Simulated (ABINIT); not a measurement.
Planning a run of ABINIT 10.8.3 on CaO (Lime). The input:

```
acell 3*1.0 Angstrom
rprim 
  -0.000000000000 2.406500000000 2.406500000000
  2.406500000000 -0.000000000000 2.406500000000
  2.406500000000 2.406500000000 -0.000000000000
ntypat 2
znucl 20 8
natom 2
typat 1 2
xred 
  0.000000000000 0.000000000000 0.000000000000
  0.500000000000 0.500000000000 0.500000000000
pp_dirpath "pseudos"
pseudos "Ca.upf, O.upf"
ecut 36
ngkpt 4 4 4
nshiftk 1
shiftk 0 0 0
kptopt 1
chksymbreak 0
istwfk *1
occopt 1
irdwfk 1
optdriver 4
nband 136
gwcalctyp 28
ecutsigx 36
symsigma 0
nkptgw 8
kptgw 
  0.0000000000 0.0000000000 0.0000000000
  0.2500000000 0.0000000000 0.0000000000
  0.5000000000 0.0000000000 0.0000000000
  0.2500000000 0.2500000000 0.0000000000
  0.5000000000 0.2500000000 0.0000000000
  -0.2500000000 0.2500000000 0.0000000000
  0.5000000000 0.5000000000 0.0000000000
  -0.2500000000 0.5000000000 0.2500000000
bdgw 
  1 14
  1 14
  1 14
  1 14
  1 14
  1 14
  1 14
  1 14
ecuteps 8
irdscr 1
ppmodel 1
irdqps 1
rhoqpmix 0.3
indata_prefix "in"
outdata_prefix "out"
tmpdata_prefix "tmp"
```

```sh
OMP_NUM_THREADS=1 mpirun -n 8 abinit run.abi > log
```

Q: Estimate wall time and host memory on 8 MPI ranks of Arm Neoverse N1, shared host.

It took 3.2 min; on shared hardware allow 95 s to 6.4 min. Peak host memory was 1.6 GiB.

[Paths, hosts, dates, memory and timing lines, banners, echoed tables and standing remarks are left out of the program output.]

[Logs are printed without paths, hosts, clocks, repeated set-up lines and the standing remarks that a program may print on its own settings, such as how far it seeks lower states.]

[Runs of the session that timed out or met a known fault of the program may be left out.]

[Hosts, paths, dates, database ids (printed as entryN), source tags and the programs' standing remarks are cut or masked in the printed files.]

[G0W0 gaps are taken among the corrected bands and points alone; a level outside them can change the order at an edge.]

[Where Ansatz stands beside ABINIT at settings called matched, ABINIT's density can come from a denser mesh and the files from another edition; pairs whose starting gaps differed by over 0.03 eV were left out, so agreement reads better than it is.]
